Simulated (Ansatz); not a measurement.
Crystal: InSe.

```
CELL_PARAMETERS angstrom
4.04733 0.00000 0.00000
-2.02366 3.50509 0.00000
0.00000 0.00000 18.05206
ATOMIC_POSITIONS crystal
In 0.33333 0.66667 0.07739
In 0.33333 0.66667 0.92261
In 0.00000 0.00000 0.42261
In 0.00000 0.00000 0.57739
Se 0.33333 0.66667 0.35298
Se 0.33333 0.66667 0.64702
Se 0.66667 0.33333 0.14700
Se 0.66667 0.33333 0.85300
```

Measurements of this composition are mostly on another form, of space group No. 160.

Program: Ansatz 0.2.0. Alike in all runs: task band structure; potentials or basis Ansatz PAW; no spin polarisation; cell as given; smearing fixed. Hardware: 1 × NVIDIA H100 80GB HBM3 with 2 threads of AMD EPYC 7R13 Processor (Zen 3), on a shared host.

Question: Order these runs on this cell by their wall time, lowest first.
A. level LDA; k mesh 12 × 12 × 2; cutoff (eV) 420; level lda
B. level HSE06; k mesh 6 × 6 × 2; cutoff (eV) 420; level hse06
C. level r2SCAN; k mesh 12 × 12 × 2; cutoff (eV) 500; level r2scan

Answer: A (22 s), C (47 s), B (140 s).

Not every run made on this cell is shown here.
